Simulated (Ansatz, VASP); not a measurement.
# Cross-check of CaCo2As2 between VASP and Ansatz, part 2 of 2

Wanted: the spread between two codes on one cell, functional and k mesh.  Valence electrons are named where the data sets of a main pair hold unlike numbers.

VASP 6.6.1 and Ansatz 0.2.0.

So far. Step 2 (VASP: single point, LDA): The moments of VASP's start collapse, so its state is non-magnetic. The PAW data sets were made with PBE, though LDA sets exist; pressures can shift by 1 GPa and more with it. At this level the cell is under a tension of 6.3 GPa, so at these settings it is away from equilibrium.

**3. Ansatz: single point, LDA**

Level of this step: Ansatz beside VASP: Kohn-Sham DFT, plane waves, LDA (Ansatz).

Ansatz runs on its default PAW (the set named soft_2) files.

The same cell, functional (in two slightly different forms), mesh and smearing now go to Ansatz, which takes its cutoff from its data sets.

Contents of input.yaml:

```yaml
crystal:
  lattice:
    - [-4.0087228188, 4.0087228188, 10.0940168002]
    - [2.0043614094, -2.0043614094, 5.0470084001]
    - [2.0043614094, 2.0043614094, -5.0470084001]
  atoms:
    - { symbol: Ca, position: [0.0, 0.0, 0.0] }
    - { symbol: Ca, position: [0.5, 0.0, 0.0] }
    - { symbol: Co, position: [0.375, 0.25, 0.5], spin: 2.0 }
    - { symbol: Co, position: [0.875, 0.25, 0.5], spin: -2.0 }
    - { symbol: Co, position: [0.125, 0.75, 0.5], spin: 2.0 }
    - { symbol: Co, position: [0.625, 0.75, 0.5], spin: -2.0 }
    - { symbol: As, position: [0.18174192, 0.36348384, 0.0] }
    - { symbol: As, position: [0.68174192, 0.36348384, 0.0] }
    - { symbol: As, position: [0.31825808, 0.63651616, 0.0] }
    - { symbol: As, position: [0.81825808, 0.63651616, 0.0] }
hamiltonian:
  xc: lda
  pseudopotentials: { kind: paw }
magnetization:
  spin_polarized: true
kpoints:
  mp_grid: { grid: [8, 8, 8] }
scf:
  occupations: { method: fermi_dirac, width: 0.05 }
  n_extra_bands: 12
output:
  forces: true
  stress: true
  eigenvalues: true
  write_density: true
  write_potential: true
  elf: true
  volumetric_format: npy
```

Launch:

```bash
$ ansatz run input.yaml --threads 4 --pin off --max-ram 9216MiB --backend cpu --events-out ev --progress --plain --runs-dir out
```

Numbers of over 12 decimals in the logs are rounded to 6 here.

What it wrote:

```text
scf.n_extra_bands = 12 over 74 filled bands (N_el = 148.0): the run solves 86 bands
Engine: ansatz 0.2.0, aarch64-unknown-linux-gnu
Pseudopotentials: kind: paw
Pseudopotential: Ca, paw, valence charge 10, recommended cutoff 420 eV (normal), Ca.paw.azcp
Pseudopotential: Co, paw, valence charge 17, recommended cutoff 420 eV (normal), Co.paw.azcp
Pseudopotential: As, paw, valence charge 15, recommended cutoff 420 eV (normal), As.paw.azcp
Functional definition: SPW92
  exchange = slater_x
  correlation = pw_c
Crystal: 10 atoms, lattice volume = 162.209 Å³
Basis set: ecut = 420 eV, 3171 PW (Γ)
Bands: 86, of which v1, the nominal top of the filled ones, is band 74 counted from 1 (73 counted from 0)
Symmetry: 4 space group operations
Space group: C2/m (ITA 12), of the structure as read, at distance tolerance 5.5e-5 Å
Magnetic group: BNS 12.63 (UNI 70), of the structure as read, at distance tolerance 5.5e-5 Å
k-points: 150 of 512
Non-local potential: Ca, projectors of the file, l = 0: 3, l = 1: 2, l = 2: 2
Non-local potential: Co, projectors of the file, l = 0: 3, l = 1: 2, l = 2: 3, l = 3: 1
Non-local potential: As, projectors of the file, l = 0: 2, l = 1: 2, l = 2: 3, l = 3: 1
PAW form: soft (Blöchl's): semilocal exchange-correlation on the pseudo side does not see the compensation charge
PAW frozen core: Ca, regenerated for the run's functional, and the local potential with it (the file was generated under x = pbe(κ = 0.804, μ = 0.219515), c = pbe(β = 0.066725))
PAW frozen core: Co, regenerated for the run's functional, and the local potential with it (the file was generated under x = pbe(κ = 0.804, μ = 0.219515), c = pbe(β = 0.066725))
PAW frozen core: As, regenerated for the run's functional, and the local potential with it (the file was generated under x = pbe(κ = 0.804, μ = 0.219515), c = pbe(β = 0.066725))
PAW one-centre angular grid: Ca, 110 points (default); XC on 64 Gauss nodes
PAW one-centre angular grid: Co, 590 points (default); XC on 64 Gauss nodes
PAW one-centre angular grid: As, 590 points (default); XC on 64 Gauss nodes
Initial density: superposition of atomic densities (chi_scale 0.1, normalization cell, long waves kept (reshape's long-wave potential 0.00 eV rms))
Starting moments: Σ|m| = 8 μB on 4 of 10 sites
Starting magnetic order: antiferromagnet; a translation exchanges its spin sublattices: spin-degenerate at every k-point
Initial wavefunctions: pseudopotential atomic-orbital guess
Functional: x = slater, c = lda
SCF iter   1: F=—  HF=-42897.906620 eV  |F-HF|=—  |Δ(HF+E_count)|=         —  Δρ=9.54e-2 (↑9.54e-2 ↓9.54e-2)  dr2=1.99e1  dr2_m=8.01e0  M=0.000 μB ∫|m|=3.826 μB  β_m=0.30  ethr=3.10e-3  ⟨swp⟩=7.3  Hψ=49132  notcnv=0  defer=40
Mixer restart at iter 1: flushing history
preconditioner: auto → Kerker (q_TF=auto, 2.687 Å⁻¹)  [metal: Δε(μ)=0.004 eV  Ē_g=9.069 eV  σ=0.050 eV  W_gap=0.02  n_scr=56 (ndim 8)  ℏωp=24.7 eV  f_vac=0.000  D(μ)=11.40/eV (n_scr^D=136)]
spin=Collinear: Kerker preconditioning applied to the charge; magnetization (m = ρ↑ − ρ↓) channel mixes plain (no charge-response kernel on spin).
SCF iter   2: F=—  HF=-42891.254894 eV  |F-HF|=—  |Δ(HF+E_count)|=    6.65e0  Δρ=5.25e-2 (↑5.25e-2 ↓5.25e-2)  dr2=1.84e0  dr2_m=3.80e0  M=0.000 μB ∫|m|=3.784 μB  β_m=0.39  ethr=3.10e-3  ⟨swp⟩=3.0  Hψ=26656  notcnv=0  defer=301
SCF iter   3: F=—  HF=-42894.518326 eV  |F-HF|=—  |Δ(HF+E_count)|=    3.26e0  Δρ=4.60e-2 (↑4.60e-2 ↓4.60e-2)  dr2=1.04e0  dr2_m=2.98e0  M=0.000 μB ∫|m|=2.944 μB  β_m=0.46  ethr=1.24e-3  ⟨swp⟩=2.9  Hψ=20152  notcnv=0  defer=368
SCF iter   4: F=—  HF=-42897.222852 eV  |F-HF|=—  |Δ(HF+E_count)|=    2.70e0  Δρ=3.00e-2 (↑3.00e-2 ↓3.00e-2)  dr2=1.60e0  dr2_m=1.07e0  M=0.000 μB ∫|m|=1.939 μB  β_m=0.72  ethr=7.03e-4  ⟨swp⟩=3.0  Hψ=19190  notcnv=0  defer=368
SCF iter   5: F=—  HF=-42897.603766 eV  |F-HF|=—  |Δ(HF+E_count)|=   3.81e-1  Δρ=1.78e-2 (↑1.78e-2 ↓1.78e-2)  dr2=1.10e0  dr2_m=3.63e-2  M=0.000 μB ∫|m|=0.560 μB  β_m=0.92  ethr=7.03e-4  ⟨swp⟩=3.3  Hψ=28500  notcnv=0  defer=425
SCF iter   6: F=—  HF=-42897.743175 eV  |F-HF|=—  |Δ(HF+E_count)|=   1.39e-1  Δρ=1.29e-2 (↑1.29e-2 ↓1.29e-2)  dr2=6.64e-1  dr2_m=1.61e-2  M=0.000 μB ∫|m|=0.551 μB  β_m=0.96  ethr=7.03e-4  ⟨swp⟩=2.2  Hψ=16779  notcnv=0  defer=416
SCF iter   7: F=—  HF=-42897.736227 eV  |F-HF|=—  |Δ(HF+E_count)|=   6.95e-3  Δρ=3.19e-3 (↑3.19e-3 ↓3.19e-3)  dr2=1.15e-2  dr2_m=1.27e-2  M=0.000 μB ∫|m|=0.535 μB  β_m=0.80  ethr=4.49e-4  ⟨swp⟩=3.0  Hψ=23656  notcnv=0  defer=416
SCF iter   8: F=—  HF=-42897.729508 eV  |F-HF|=—  |Δ(HF+E_count)|=   6.72e-3  Δρ=2.14e-3 (↑2.14e-3 ↓2.14e-3)  dr2=2.93e-3  dr2_m=6.48e-3  M=0.000 μB ∫|m|=0.424 μB  β_m=0.90  ethr=7.74e-6  ⟨swp⟩=2.1  Hψ=24970  notcnv=0  defer=409
SCF iter   9: F=—  HF=-42897.729767 eV  |F-HF|=—  |Δ(HF+E_count)|=   2.59e-4  Δρ=2.30e-3 (↑2.30e-3 ↓2.30e-3)  dr2=3.03e-2  dr2_m=1.43e-4  M=0.000 μB ∫|m|=0.123 μB  β_m=0.90  ethr=1.98e-6  ⟨swp⟩=2.0  Hψ=25343  notcnv=0  defer=420  recentre
SCF iter  10: F=—  HF=-42897.730031 eV  |F-HF|=—  |Δ(HF+E_count)|=   2.64e-4  Δρ=2.24e-4 (↑2.24e-4 ↓2.24e-4)  dr2=2.50e-4  dr2_m=2.79e-5  M=0.000 μB ∫|m|=0.061 μB  β_m=0.97  ethr=1.98e-6  ⟨swp⟩=2.0  Hψ=24935  notcnv=0  defer=420
[...]
SCF iter  14: F=—  HF=-42897.730040 eV  |F-HF|=—  |Δ(HF+E_count)|=   3.55e-8  Δρ=4.03e-6 (↑4.03e-6 ↓4.03e-6)  dr2=5.11e-8  dr2_m=1.76e-8  M=0.000 μB ∫|m|=0.001 μB  β_m=1.00  ethr=8.17e-10  ⟨swp⟩=2.0  Hψ=16061  notcnv=0  defer=420
SCF iter  15: F=—  HF=-42897.730040 eV  |F-HF|=—  |Δ(HF+E_count)|=   1.06e-9  Δρ=1.72e-6 (↑1.72e-6 ↓1.72e-6)  dr2=1.54e-8  dr2_m=1.69e-10  M=0.000 μB ∫|m|=0.000 μB  β_m=0.89  ethr=3.45e-11  ⟨swp⟩=2.1  Hψ=20827  notcnv=0  defer=420
SCF iter  16: F=-42897.730040 eV  HF=-42897.730040 eV  |F-HF|=9.53e-10  |Δ(HF+E_count)|=   2.89e-9  Δρ=5.31e-7 (↑5.31e-7 ↓5.31e-7)  dr2=1.19e-9  dr2_m=1.75e-11  M=0.000 μB ∫|m|=0.000 μB  ethr=1.04e-11  ⟨swp⟩=12.4  Hψ=84391  notcnv=0
SCF 1 converged in 16 iterations: F = -42897.730040 eV  dr2 = 1.19e-9
  greatest PAW one-centre occupation: 1.002 electrons in one spin orbital (limit 2), on the Co atom at site 5 (counted from 0), in its partial waves of l = 1
Initial density: read from a saved state, or passed on in memory by an earlier SCF of this step, an earlier step, the calling program or the single point that the run made first
Starting moments: Σ|m| = 8 μB on 4 of 10 sites; this step starts from the density that it was given
Initial wavefunctions: those read from a saved state, or passed on in memory by an earlier step or the calling program
the translation (0.5, 0, 0) carries every atom to within crystal.symmetry.tolerance of an atom of its element with the starting moment reversed, but both spin channels are solved: the run starts from a saved state that isn't shown to keep it, or this solve from the single point that its walk made first
iter 1 solved again at ethr=1.00e-12 eV; its pass at ethr=6.76e-7 eV (dr2=1.19e-9 eV) is discarded
SCF iter   1: F=—  HF=-42897.730040 eV  |F-HF|=—  |Δ(HF+E_count)|=         —  Δρ=5.31e-7 (↑5.31e-7 ↓5.31e-7)  dr2=1.19e-9  dr2_m=1.75e-11  M=0.000 μB ∫|m|=0.000 μB  ethr=1.00e-12  ⟨swp⟩=1.0  Hψ=107725  notcnv=0
preconditioner: auto → Kerker (q_TF=auto, 2.687 Å⁻¹)  [metal: Δε(μ)=0.001 eV  Ē_g=9.129 eV  σ=0.050 eV  W_gap=0.00  n_scr=56 (ndim 8)  ℏωp=24.7 eV  f_vac=0.000  D(μ)=13.13/eV (n_scr^D=148)]
spin=Collinear: Kerker preconditioning applied to the charge; magnetization (m = ρ↑ − ρ↓) channel mixes plain (no charge-response kernel on spin).
SCF iter   2: F=-42897.730039 eV  HF=-42897.730040 eV  |F-HF|=7.81e-8  |Δ(HF+E_count)|=   6.84e-9  Δρ=3.91e-6 (↑3.91e-6 ↓3.91e-6)  dr2=8.41e-8  dr2_m=1.81e-11  M=0.000 μB ∫|m|=0.000 μB  ethr=1.00e-12  ⟨swp⟩=1.0  Hψ=97196  notcnv=0
SCF 2 converged in 2 iterations: F = -42897.730039 eV  dr2 = 8.41e-8
  greatest PAW one-centre occupation: 1.002 electrons in one spin orbital (limit 2), on the Co atom at site 4 (counted from 0), in its partial waves of l = 1
WARN: the starting moments were not kept: the SCF closed with an absolute magnetisation of 1.3e-4 μB, where they sum to 8 μB in size (4 sites). That is at most 0.1 of that sum. Measured as dr2_m measures the in/out step, that magnetisation stands 1.0e-8 eV from none, at or under the dr2_threshold of 1.0e-7 eV: it is no larger than a step whose dr2_m would equal this threshold. The system may hold no moment; this SCF  [...]
SCF converged after 16 iterations
Magnetization: 0.0000 μB (74.0000 up, 74.0000 down)
Absolute magnetization: 0.0001 μB (∫|ρ↑−ρ↓|, with the PAW one-centre terms)
Spin contamination: 0.0000 ħ² per cell (⟨S²⟩ above its minimum at these occupations)
Per-site moments (μB) at R_I (Å): [(-6.345749048182355e-18, 1.300115), (6.345163215259076e-18, 1.300115), (-2.9913010908192047e-5, 0.952299), (2.9913010908192033e-5, 0.952299), (-2.991301090814545e-5, 0.952299), (2.9913010908145467e-5, 0.952299), (-2.466750044113923e-7, 0.952299), (2.46675004411393e-7, 0.952299), (-2.4667500445352083e-7, 0.952299), (2.466750044535218e-7, 0.952299)]
Free energy (F): -42897.730040 eV
Harris-Foulkes:  -42897.730040 eV  (|F-HF|=9.53e-10)
Internal energy: -42897.625702 eV  (E = F + TS)
E sigma→0 (E₀):  -42897.677871 eV
Entropy (-TS):   -0.104337 eV (-10.434 meV/atom)
Fermi energy:    13.545803 eV
--- Per-component energies (eV) ---
  E_band       = -2231.512783
  E_kinetic    = 2802.908012
  E_local      = -23451.917155  (includes V_loc(G=0)·N_el)
  E_nonlocal   = -662.177964
  E_hartree    = 10890.579384
  E_xc         = -1221.422560
  E_vxc        = -1483.186303  (∫ρ·V_xc dr)
  E_paw        = -14478.347027  (= ΣΔE_a)
  E_vpaw       = -1218.293024  (= ΣTr[D̂ρ^β])
  E_aug_tail   = 0.000245  (compensation charges beyond the density's cutoff)
  E_ewald      = -16787.788891
  E_core_change = 10.540254  (= ΣΔE_core)
  E_smearing   = -0.104337  (= −TS)
  E_closure    = 0.000000  (closes the sum)
  Σ components = -42897.730040   (vs F -42897.730040, Δ=0.00e0)
--- Forces (eV/Å), atoms counted from 1 ---
  atom   1  Ca     0.00000000     0.00000000    -0.00000000
  atom   2  Ca     0.00000000    -0.00000000     0.00000000
  atom   3  Co     0.00000000    -0.00043811     0.00707240
  atom   4  Co     0.00000000    -0.00043811     0.00707240
  atom   5  Co     0.00000000     0.00043811    -0.00707240
  atom   6  Co     0.00000000     0.00043811    -0.00707240
  atom   7  As     0.00000000     0.00011359    -0.18530163
  atom   8  As     0.00000000     0.00011359    -0.18530163
  atom   9  As     0.00000000    -0.00011359     0.18530163
  atom  10  As     0.00000000    -0.00011359     0.18530163
  max |Σ_I F_I| component: 4.07e-20 eV/Å
--- Stress (GPa, compression-positive) ---
       -7.879022       0.000000       0.000000
        0.000000      -7.936219      -0.003934
        0.000000      -0.003934      -5.044164
  P = ⅓ Tr σ = -6.9531 GPa (-69.531 kbar)
--- Band table (eV; the first three rows and the last of 300) ---
  k-point 0 ↑: bands = [... 70 lower, 12.7082, 12.7097, 13.2409, 13.8239, 14.1538, 14.4926, 14.7270, 15.0546, ... 8 higher]
  k-point 1 ↑: bands = [... 70 lower, 12.5701, 12.6671, 13.4207, 13.5463, 13.6309, 14.0234, 14.3217, 14.5040, ... 8 higher]
  k-point 2 ↑: bands = [... 70 lower, 12.3882, 12.7404, 13.1271, 13.4034, 13.5138, 13.6815, 13.8211, 14.2302, ... 8 higher]
  k-point 149 ↓: bands = [... 70 lower, 13.2989, 13.2989, 13.5817, 13.5817, 14.6047, 14.6047, 15.1975, 15.1975, ... 8 higher]
```

It took 5.5 min on 4 threads of Arm Neoverse V2, shared host; peak memory 3.8 GiB; 22 min of CPU time.

The run ends at a pressure of -6.95 GPa, with forces up to 0.19 eV/Å.

**4. Differences**

Known differences besides the potentials themselves: the two LDA forms differ slightly; the data sets hold 148 valence electrons in Ansatz (on its default PAW (the set named soft_2) files) and 76 in VASP; the cutoff is 420 eV in Ansatz and 400 eV in VASP; Ansatz makes its cores anew for this functional, VASP keeps those of its PBE data sets; VASP's log shows a relativistic correction to its local exchange, Ansatz's none. Total energies have different zeros and are not compared.

Both answers:

```tsv
quantity	Ansatz	VASP	difference
pressure (GPa)	-6.95	-6.31	-0.65
pressure without Ansatz's Pulay correction (GPa)	-7.03	-6.31	-0.73
```

Forces (eV/Å; atoms numbered as in POSCAR):

```tsv
atom	Ansatz x, y, z	VASP x, y, z
Ca1	0.000, 0.000, 0.000	0.000, 0.000, 0.000
Ca2	0.000, 0.000, 0.000	0.000, 0.000, 0.000
Co3	0.000, 0.000, 0.007	0.000, 0.000, 0.007
Co4	0.000, 0.000, 0.007	0.000, 0.000, 0.007
Co5	0.000, 0.000, -0.007	0.000, 0.000, -0.007
Co6	0.000, 0.000, -0.007	0.000, 0.000, -0.007
As7	0.000, 0.000, -0.185	0.000, 0.000, -0.120
As8	0.000, 0.000, -0.185	0.000, 0.000, -0.120
As9	0.000, 0.000, 0.185	0.000, 0.000, 0.120
As10	0.000, 0.000, 0.185	0.000, 0.000, 0.120
```

The forces differ by 24 meV/Å r.m.s., which is 53.7 % of the r.m.s. force of 0.044 eV/Å (both taken over all components). Ansatz's pressure holds a Pulay correction of 0.08 GPa; VASP's holds none.

**5. Other set-ups**

Further runs change the set-up of one program: Ansatz's method, potentials or start, or VASP's data sets, cutoff or form of LDA. The table gives Ansatz less VASP for each quantity, since a change that brings one quantity closer may part another.

```tsv
run	r.m.s. force difference (meV/Å)	pressure (GPa)	pressure without Ansatz's Pulay correction (GPa)
as above	24	-0.65	-0.73
cores kept as stored	21	-0.58	-0.66
Ansatz's larger PAW set (cutoff 1000 eV)	25	-0.67	
norm-conserving potentials (cutoff 1306 eV)	25	-0.70
```

**6. Results**

| Item | Value |
| --- | --- |
| r.m.s. force difference (single point, LDA) | 24 meV/Å |
| difference in pressure (single point, LDA) | -0.65 GPa |

**Reading.** The r.m.s. force difference is 24 meV/Å (single point, LDA), beyond the 12 meV/Å picked in this series as the mark of a large difference. The data sets hold unlike numbers of valence electrons (148 in Ansatz and 76 in VASP), so part of the differences comes from the potentials. For single point, LDA, no further run moves any of the tabulated differences by more than a quarter of its size. 1 further run of this series is not shown here. Such differences can come from data sets, numerical settings and the points named under the comparisons, not from the functional's error against experiment.

[Lines on the potential files, build, host, timing and source positions are cut from VASP's logs without a mark.]

[Logs are printed without paths, hosts, clocks, repeated set-up lines and the standing remarks that a program may print on its own settings, such as how far it seeks lower states.]

[Hosts, paths, dates, database ids (printed as entryN), source tags and the programs' standing remarks are cut or masked in the printed files.]
